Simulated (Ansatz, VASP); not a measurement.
## SnSe: VASP beside Ansatz

File POSCAR:

```
SnSe
1.0
    0.0000000000      3.0690345955      3.0690345955
    3.0690345955      0.0000000000      3.0690345955
    3.0690345955      3.0690345955      0.0000000000
Sn Se
1 1
Direct
    0.0000000000      0.0000000000      0.0000000000
    0.5000000000      0.5000000000      0.5000000000
```

INCAR.step1

```
SYSTEM = SnSe
  ALGO = Normal
  EDIFF = 1E-4
  ENCUT = 520
  GGA = PE
  ISMEAR = 0
  LASPH = .True.
  LCHARG = .False.
  LREAL = .False.
  LWAVE = .True.
  NBANDS = 17
  NELM = 60
  PREC = Accurate
  SIGMA = 0.02
```

File INCAR.step2:

```
SYSTEM = SnSe
  ALGO = Normal
  EDIFF = 1E-7
  ENCUT = 520
  ISIF = 2
  ISMEAR = 0
  ISTART = 1
  LASPH = .True.
  LCHARG = .False.
  LMIXTAU = .True.
  LREAL = .False.
  LWAVE = .False.
  METAGGA = R2SCAN
  NBANDS = 17
  NELM = 60
  PREC = Accurate
  SIGMA = 0.02
```

Contents of KPOINTS:

```
k-points
0
Gamma
  10 10 10
  0 0 0
```

Input for Ansatz:

```yaml
crystal:
  lattice:
    - [0.0, 3.0690345955, 3.0690345955]
    - [3.0690345955, 0.0, 3.0690345955]
    - [3.0690345955, 3.0690345955, 0.0]
  atoms:
    - { symbol: Sn, position: [0.0, 0.0, 0.0] }
    - { symbol: Se, position: [0.5, 0.5, 0.5] }
basis:
  ecutwfc: 500
kpoints:
  mp_grid: { grid: [10, 10, 10] }
hamiltonian:
  xc: r2scan
scf:
  occupations: { method: gaussian, width: 0.02 }
output:
  forces: true
  stress: true
  eigenvalues: true
```

Alike in both runs: task single point; functional r2SCAN; k mesh 10 × 10 × 10; occupations gaussian, width 0.02 eV; no spin polarisation.

|  | VASP | Ansatz |
| --- | --- | --- |
| version | VASP 6.6.1 | Ansatz 0.2.0 |
| potentials or method | VASP PAW PBE potentials, release 64 (Sn_d, Se) | scalar-relativistic, plane waves, PAW |
| plane-wave cutoff (eV) | 520 | 500 |
| valence electrons in the cell | 20 | 30 |

|  | VASP | Ansatz | Ansatz less VASP |
| --- | --- | --- | --- |
| gap on the k mesh at the Fermi level (eV) | 0.20 | 0.20 | 0.000 |
| least direct gap on the mesh (eV) | 0.20 | 0.20 | 0.000 |
| pressure (GPa) | -2.8 | -2.8 | +0.01 |

The functional is the same, so the differences come from potentials, cutoffs and numerics. The two sets of potentials don't hold the same shells in valence.

Caveats: the PAW data sets were made with another functional, which shifts forces and pressure a little (VASP); spin-orbit coupling is left out, which moves the levels of the heavy elements.
